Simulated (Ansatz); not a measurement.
**Barrier of one jump, H in SiO₂**

Method: DFT PBE, scalar-relativistic, plane waves, PAW (Ansatz 0.2.0). Settings: 420 eV cutoff, 2×2×2 k-mesh, shifted by half a step, Gaussian smearing of 0.02 eV, no spin polarisation.

Host crystal, relaxed:

```cif
data_structure
_symmetry_space_group_name_H-M 'P 1'
_symmetry_Int_Tables_number 1
_cell_length_a 5.1203
_cell_length_b 5.1203
_cell_length_c 5.1203
_cell_angle_alpha 121.211
_cell_angle_beta 121.211
_cell_angle_gamma 87.915
_cell_volume 93.12
loop_
_atom_site_label
_atom_site_type_symbol
_atom_site_fract_x
_atom_site_fract_y
_atom_site_fract_z
_atom_site_occupancy
Si1 Si 0.00000 0.00000 0.00000 1
Si2 Si 0.75000 0.25000 0.50000 1
O1 O 0.37500 0.21748 0.34248 1
O2 O 0.96748 0.62500 0.84248 1
O3 O 0.78252 0.12500 0.15752 1
O4 O 0.87500 0.03252 0.65752 1
```

In a supercell of 24 host sites with charge -1, interstitial H hops to an equivalent place, moving 1.98 Å between the relaxed ends. Climbing-image nudged elastic band at fixed cell with images 0 (start) to 6 (end), the path measured over all atoms, converged to 0.05 eV/Å; the order of the saddle wasn't checked, and the small cell leaves errors of about a tenth of an eV. Zero-point motion and tunnelling, which matter for H, are left out.

Supercell rows in host cell vectors: -1 1 0; -1 -1 -2; -1 -1 0. H was set at (0.250, 0.750, 0.500) of the host cell.

At the relaxed start H has 1 Si at 1.53 Å, 1 O at 2.29 Å, 1 O at 2.30 Å, 1 O at 2.31 Å, 1 O at 2.78 Å, 1 Si at 2.91 Å, 1 O at 3.18 Å, 1 Si at 3.19 Å.

Problem. How high is the barrier, and where does the atom pass?

Solution. 0.52 eV at image 3, where H has 1 Si at 1.70 Å, 1 Si at 1.84 Å, 1 O at 2.15 Å.

Cost: 1 run of about 62 core-minutes, on AMD EPYC 7B13 (Zen 3) (shared hosts).